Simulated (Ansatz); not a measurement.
**Pb: response to strain**

Pb is deformed so: zz strain of -2 %. What stress and forces result, by LAPW, PAW and all-electron datasets made for the crystal?

Program: Ansatz 0.2.0. Level of theory: DFT PBE, scalar-relativistic. These are calculated values, not measurements.

## (1) The system as given

It takes space group Fd-3m (No. 227, cubic). The conventional cell has a = 6.878 Å, b = 6.878 Å, c = 6.878 Å, α = 90.00°, β = 90.00°, γ = 90.00°. Pb (site symmetry -43m) has 4 Pb at 2.98 Å as nearest neighbours.

Coordinates:

```
CELL_PARAMETERS angstrom
0.00000 3.43900 3.43900
3.43900 0.00000 3.43900
3.43900 3.43900 0.00000
ATOMIC_POSITIONS crystal
Pb 0.00000 0.00000 0.00000
Pb 0.25000 0.25000 0.25000
```

Atoms are numbered in the order of the input: Pb1, Pb2.

## (2) After the deformation

Space group Fd-3m before, I4_1/amd after.

## (3) Full-potential LAPW

input.yaml reads:

```yaml
crystal:
  lattice:
    - [0.0, 3.4390000555, 3.3702200544]
    - [3.4390000555, 0.0, 3.3702200544]
    - [3.4390000555, 3.4390000555, 0.0]
  atoms:
    - { symbol: Pb, position: [0.0, 0.0, 0.0] }
    - { symbol: Pb, position: [0.25, 0.25, 0.25] }
kpoints:
  mp_grid: { grid: [8, 8, 8] }
  band_path:
    path:
      - [0.0, 0.0, 0.0]
      - [0.0, 0.5, 0.5]
      - [0.25, 0.75, 0.5]
      - [0.0, 0.5, 0.0]
      - [0.0, 0.0, 0.0]
      - [0.5, 0.5, 0.0]
      - [0.3801541025, 0.6198458975, 0.0]
      - [-0.3801541025, 0.3801541025, 0.0]
      - [0.0, 0.0, 0.0]
    npoints: 5
scf:
  occupations: { method: fermi_dirac, width: 0.05 }
hamiltonian:
  xc: pbe
  pseudopotentials: { kind: all_electron, lapw: { basis_error: 0.00025 } }
output:
  forces: true
  stress: true
  eigenvalues: true
```

Command:

```console
$ ansatz run input.yaml --threads 1 --pin off --max-ram 3072MiB --backend cpu --events-out ev --progress --plain --runs-dir out
```

## (4) PAW on the default files

input.yaml reads:

```yaml
crystal:
  lattice:
    - [0.0, 3.4390000555, 3.3702200544]
    - [3.4390000555, 0.0, 3.3702200544]
    - [3.4390000555, 3.4390000555, 0.0]
  atoms:
    - { symbol: Pb, position: [0.0, 0.0, 0.0] }
    - { symbol: Pb, position: [0.25, 0.25, 0.25] }
kpoints:
  mp_grid: { grid: [8, 8, 8] }
scf:
  occupations: { method: fermi_dirac, width: 0.05 }
hamiltonian:
  xc: pbe
  pseudopotentials: { kind: paw }
output:
  forces: true
  stress: true
  eigenvalues: true
  efg: { contact_densities: true }
```

## (5) Datasets made for this crystal

input.yaml, as its differences from that of step 4:

```diff
@@ -14,3 +14,3 @@
   xc: pbe
-  pseudopotentials: { kind: paw }
+  pseudopotentials: { kind: all_electron, datasets: crystal }
 output:
```

(Steps that only read results are left out.)

What does the calculation give? Wanted: pressure; largest shear or deviatoric stress.

As calculated:

| quantity | value |
| --- | --- |
| pressure | LAPW 3.13, PAW 3.12, crystal datasets 3.13 GPa |
| largest shear or deviatoric stress (LAPW) | 0.10 GPa |

**Reading.** The largest part of the stress beyond the pressure is 0.10 GPa in size, in the zz component; the atoms are carried along and not relaxed. No run of the undeformed cell stands beside it, so the pressure holds what the given cell had before the change. PAW: stress within 0.01 GPa of LAPW. Crystal datasets: stress within 0.01 GPa of LAPW. Spin-orbit coupling is left out, though the cell holds Pb; in elements this heavy it can shift bands and gaps by tenths of an eV.
